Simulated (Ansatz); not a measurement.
**MoSe₂, a database entry at a rescaled volume**

```
Se Mo
1.0
     1.64870    2.85563    0.00000
    -1.64870    2.85563    0.00000
     0.00000    0.00000   12.93686
Se Mo
4 2
Direct
  0.33330 0.33340 0.62500
  0.66660 0.66670 0.12500
  0.33330 0.33340 0.87500
  0.66670 0.66670 0.37500
  0.33330 0.33340 0.25000
  0.66660 0.66670 0.75000
```

Level: PBE, spin-orbit coupling; 420 eV; 12×12×2 Γ-centred mesh; fermi-dirac occupations (width 0.0274 eV); Ansatz 0.2.0, fixed geometry.

The state carries no moments; the state need not be the lowest.

Question: Which element gives electrons and which takes them?

Answer: Bader charges in e: Mo +0.98, Se -0.49. In the mean Mo gives up most and Se takes most.

Question: What is the formation energy?

Answer: -0.65 eV an atom against the elements' usual phases (free molecules for gases, crystals otherwise, with no correction for O₂ or N₂), so it is bound against them; other compounds may still compete. Relaxing would lower it.

Question: Is there a gap, and of what kind?

Answer: The gap is 0.85 eV, indirect (the least direct gap found is 1.30 eV). A semilocal functional usually gives too small a gap.

Question: Where is the largest force?

Answer: The largest is on Se1 (and as large on other atoms): 0.96 eV/Å, components (0.00, 0.00, -0.96). It makes 130° with the line to a nearest neighbour, Mo6 at 2.50 Å.

Origin: a database entry at a rescaled volume. Caveats: the SCF threshold is loose for a stress.

It took 4.5 min on 2 threads of Intel(R) Xeon(R) Platinum 8259CL CPU @ 2.50GHz (Skylake/Cascade Lake), with other jobs on the host, peak memory 1.7 GiB, starting from a saved density. The time holds forces, stress, Bader, DOS, bands, ELF.
